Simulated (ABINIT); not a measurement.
**CdF2: single point with LDA**

Crystal: CdF2.

```
Cd F
1.0
     0.00000    2.69400    2.69400
     2.69400    0.00000    2.69400
     2.69400    2.69400    0.00000
Cd F
1 2
Direct
  0.00000 0.00000 0.00000
  0.75000 0.75000 0.75000
  0.25000 0.25000 0.25000
```

```yaml
Program: ABINIT 10.8.3 (patched build)
Task: single point
Functional: LDA
Potentials_or_basis: PseudoDojo NC SR LDA v0.4.1 standard
Cutoff: 1252 eV
k_mesh: 7 × 7 × 7
Occupations: fermi-dirac, width 0.05 eV
Spin: no spin polarisation
```

```
Band gap on the k mesh                                : 2.88 eV, indirect (least direct gap 3.29 eV)
Valence electrons inside the program's atomic spheres : Cd 17.12; F 7.00
```

Levels at points of the mesh, in eV from the valence-band top:
```tsv
k point	band 13	band 14	band 15	band 16	band 17	band 18	band 19	band 20	band 21
(0.00, 0.00, 0.00)	-0.95	-0.95	-0.41	-0.41	-0.41	2.88	12.39	12.39	12.39
```

Wall time 19 s on 4 MPI ranks on Arm Neoverse V1, with other jobs on the host, peak memory 0.32 GiB a rank.

Caveat: an odd mesh through Γ misses points on the zone boundary, where band edges often lie.
